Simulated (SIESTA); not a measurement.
# Sn in SIESTA: convergence with real-space mesh cutoff

The system is Sn.

```
Sn
1.0
    -2.94014    2.94014    1.59930
     2.94014   -2.94014    1.59930
     2.94014    2.94014   -1.59930
Sn
2
Direct
  0.00707 0.99527 0.98770
  0.74919 0.24451 0.49911
```

The cell isn't the ideal one: atoms moved at random, drawn with an rms of 0.05 Å.

```yaml
Program: SIESTA 5.4.2
Task: single point
Functional: PBE
Potentials_or_basis: PseudoDojo 0.4 standard (PBE files)
Basis: DZP (energy shift 0.002 Ry)
Grid_cutoff: 100 Ry
Energy_shift: 0.002 Ry
k_mesh: 7 × 7 × 7
Occupations: fermi-dirac, width 0.05 eV
Spin: no spin polarisation
```

These are the settings of the first run; the series varies real-space mesh cutoff, with any setting tied to it.

Hardware: 1 thread of Arm Neoverse N1 (shared host).

| real-space mesh cutoff | energy less the tightest run, at zero smearing (meV/atom) | pressure (GPa) | SCF cycles | CPU time (s) | peak memory (GiB) |
| --- | --- | --- | --- | --- | --- |
| 100 Ry | -32.73 | 2.88 | 8 | 36 | 0.17 |
| 150 Ry | -23.56 | 2.78 | 8 | 39 | 0.18 |
| 200 Ry | -11.40 | 2.65 | 8 | 53 | 0.2 |
| 300 Ry | -2.18 | 2.55 | 8 | 100 | 0.29 |
| 400 Ry | -1.01 | 2.54 | 8 | 150 | 0.38 |
| 500 Ry | -0.50 | 2.54 | 8 | 200 | 0.48 |
| 700 Ry | -0.09 | 2.53 | 8 | 330 | 0.72 |
| 900 Ry | 0.00 | 2.53 | 8 | 400 | 0.86 |

Against the tightest run, the energy stays within 1 meV/atom from 500 Ry on; the pressure stays within 0.1 GPa from 300 Ry on. Values are those asked for, which the program may round to a finer grid. The tightest run that finished is the yardstick and may itself not be fully converged.

Caveat, for the tightest run too: semicore shells carry a single zeta, which can move pressures by several GPa and volumes by a few percent; the basis of atomic orbitals isn't converged, which shifts pressures, moduli and gaps.
